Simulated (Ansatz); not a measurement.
Write the native input for Ansatz 0.2.0 that does the following.

| Quantity | Value |
| --- | --- |
| Task | band structure |
| Functional | PBEsol |
| Potentials or basis | all-electron LAPW, scalar-relativistic |
| Cutoff | 143 eV (chosen from the basis error) |
| Basis error allowed | 0.002 eV/atom |
| k mesh | 7 × 7 × 7 |
| Occupations | fermi-dirac, width 0.05 eV |
| Spin | no spin polarisation |

The system is Na2S.

```
S Na
1.0
     0.00000    3.27350    3.27350
     3.27350    0.00000    3.27350
     3.27350    3.27350    0.00000
S Na
1 2
Cartesian
  0.0000 0.0000 0.0000
  4.9102 4.9102 4.9102
  1.6367 1.6367 1.6367
```

The input as run:

input.yaml

```yaml
crystal:
  lattice:
    - [0.0, 3.2735, 3.2735]
    - [3.2735, 0.0, 3.2735]
    - [3.2735, 3.2735, 0.0]
  atoms:
    - { symbol: S, position: [0.0, 0.0, 0.0] }
    - { symbol: Na, position: [0.75, 0.75, 0.75] }
    - { symbol: Na, position: [0.25, 0.25, 0.25] }
kpoints:
  mp_grid: { grid: [7, 7, 7] }
  band_path:
    path:
      - [0.0, 0.0, 0.0]
      - [0.5, 0.0, 0.5]
      - [0.5, 0.25, 0.75]
      - [0.375, 0.375, 0.75]
      - [0.0, 0.0, 0.0]
      - [0.5, 0.5, 0.5]
      - [0.625, 0.25, 0.625]
      - [0.5, 0.25, 0.75]
    npoints: 10
scf:
  occupations: { method: fermi_dirac, width: 0.05 }
hamiltonian:
  xc: pbesol
  pseudopotentials: { kind: all_electron, lapw: { basis_error: 0.002 } }
output:
  forces: true
  stress: true
  eigenvalues: true
```

Potentials or basis: all-electron LAPW, scalar-relativistic.

Command:

```bash
$ ansatz run input.yaml --threads 2 --pin off --max-ram 8192MiB --backend cpu --events-out ev --progress --plain --runs-dir out
```

It gave:

```
Pressure                : -0.6 GPa
Band gap on the k mesh  : 2.36 eV, direct
Band gap along the path : 2.36 eV, direct
```

Run time: 3.2 s on 2 threads of Arm Neoverse V2, on a shared host, peak memory 0.23 GiB.
